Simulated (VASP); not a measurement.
VASP 6.6.1 run: ZnSe

INCAR

```
NSW = 0
SIGMA = 0.02
LASPH = .TRUE.
NELM = 65
EDIFF = 1E-7
PREC = Accurate
GGA = PE
IBRION = -1
ISPIN = 2
ENCUT = 520
ISMEAR = -1
LCHARG = .FALSE.
ISIF = 2
NBANDS = 16
LREAL = .FALSE.
MAGMOM = 1 1
LWAVE = .FALSE.
```

KPOINTS

```
KPOINTS created by Atomic Simulation Environment
0
Gamma
8 8 8
0 0 0
```

POSCAR

```
Zn Se
 1.0000000000000000
     0.0000000000000000    2.7474480638999998    2.9296683481999999
     2.7474480638999998    0.0000000000000000    2.9296683481999999
     2.7474480638999998    2.7474480638999998    0.0000000000000000
 Zn  Se
   1   1
Cartesian
  0.0000000000000000  0.0000000000000000  0.0000000000000000
  1.3737240319499997  1.3737240319499997  1.4648341740999997
```

The recommended PBE PAW datasets give the neutral cell 18 valence electrons.

Command

```
mpirun -np 1 vasp_std
```

OSZICAR

```
N       E                     dE             d eps       ncg     rms          rms(c)
DAV:   1     0.877678582674E+02    0.87768E+02   -0.88215E+03  3784   0.130E+03
DAV:   2    -0.502108478847E+00   -0.88270E+02   -0.82976E+02  4232   0.254E+02
DAV:   3    -0.583768140786E+01   -0.53356E+01   -0.53151E+01  4600   0.607E+01
DAV:   4    -0.587956673121E+01   -0.41885E-01   -0.41880E-01  4696   0.578E+00
DAV:   5    -0.587976027577E+01   -0.19354E-03   -0.19354E-03  4752   0.355E-01    0.894E+00
DAV:   6    -0.596282390598E+01   -0.83064E-01   -0.63540E-01  5328   0.244E+01    0.470E+00
DAV:   7    -0.598250052458E+01   -0.19677E-01   -0.16101E-01  4096   0.348E+00    0.247E+00
DAV:   8    -0.597990068991E+01    0.25998E-02   -0.21269E-02  4216   0.132E+00    0.932E-01
DAV:   9    -0.597963329048E+01    0.26740E-03   -0.15805E-03  4840   0.622E-01    0.333E-01
DAV:  10    -0.597965582759E+01   -0.22537E-04   -0.63130E-04  4552   0.285E-01    0.681E-02
DAV:  11    -0.597972028162E+01   -0.64454E-04   -0.11985E-04  4760   0.123E-01    0.394E-02
DAV:  12    -0.597975200530E+01   -0.31724E-04   -0.24693E-05  4616   0.411E-02    0.253E-02
DAV:  13    -0.597975767646E+01   -0.56712E-05   -0.77739E-06  4640   0.199E-02    0.439E-03
DAV:  14    -0.597975823856E+01   -0.56210E-06   -0.56993E-07  4600   0.897E-03    0.206E-03
DAV:  15    -0.597975852402E+01   -0.28546E-06   -0.28957E-07  4544   0.379E-03    0.874E-04
DAV:  16    -0.597975850887E+01    0.15149E-07   -0.45025E-08  3952   0.285E-03
   1 F= -.59797585E+01 E0= -.59797585E+01  d E =-.303179E-10  mag=     0.0000
```

Standard output (part)

```
POSCAR found type information on POSCAR ZnSe
 POSCAR found :  2 types and       2 ions
 LDA part: xc-table for (Slater+PW92), standard interpolation
 POSCAR, INCAR and KPOINTS ok, starting setup
 WAVECAR not read
 entering main loop
```

It converged. Results: pressure 4.3 GPa; magnetic moment of the cell 0.00 μB.

For comparison, a separate PBE run of the intended cell, on usual settings and not on those above, gives a gap of 1.30 eV on its mesh and a pressure of 4.3 GPa.

The run above took about 80 s on one core of a shared host (Intel Xeon Platinum 8488C) and held 0.23 GiB at most.
